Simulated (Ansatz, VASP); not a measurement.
**Two plane-wave programs on Cd2S**

```
Cd S
1.0
     3.98891    0.00000    0.00000
    -1.99446    3.45450    0.00000
     0.00000    0.00000    5.84766
Cd S
2 1
Cartesian
  0.0000 2.3030 5.4542
  1.9945 1.1515 3.3842
  0.0000 2.3030 2.1385
```

The cell comes from a database or a generator and needn't be the stable form of this composition.

Alike in both runs: task single point; functional LDA; k mesh 8 × 8 × 5; occupations fermi-dirac, width 0.05 eV; no spin polarisation.

```csv
,VASP,Ansatz
version,VASP 6.6.1,Ansatz 0.2.0
potentials or method,"VASP PAW LDA potentials, release 64 (Cd, S)",Ansatz PAW
plane-wave cutoff (eV),520,420
valence electrons in the cell,30,46
```

Ansatz gave:

```
gap on the k mesh at the Fermi level (eV)       : 0.26
least direct gap on the mesh (eV)               : 0.57
pressure (GPa)                                  : -5.5
largest component of the traceless stress (GPa) : 1.31
rms of the force components (eV/Å)              : 0.104
```

Estimate VASP's values.

gap on the k mesh at the Fermi level (eV): 0.25; least direct gap on the mesh (eV): 0.56; pressure (GPa): -5.2; largest component of the traceless stress (GPa): 1.20; rms of the force components (eV/Å): 0.096.

Atom by atom the forces differ by 0.010 eV/Å (rms over components). The two sets of potentials don't hold the same shells in valence.

Caveats: an odd mesh through Γ misses points on the zone boundary, where band edges often lie (VASP); odd divisions of the mesh miss points on the zone boundary, where band edges often lie, so the gap on the mesh can be too wide (Ansatz); the PAW data sets come from PBE, with cores solved anew for the run's functional, which leaves a small shift of forces and pressure (Ansatz).
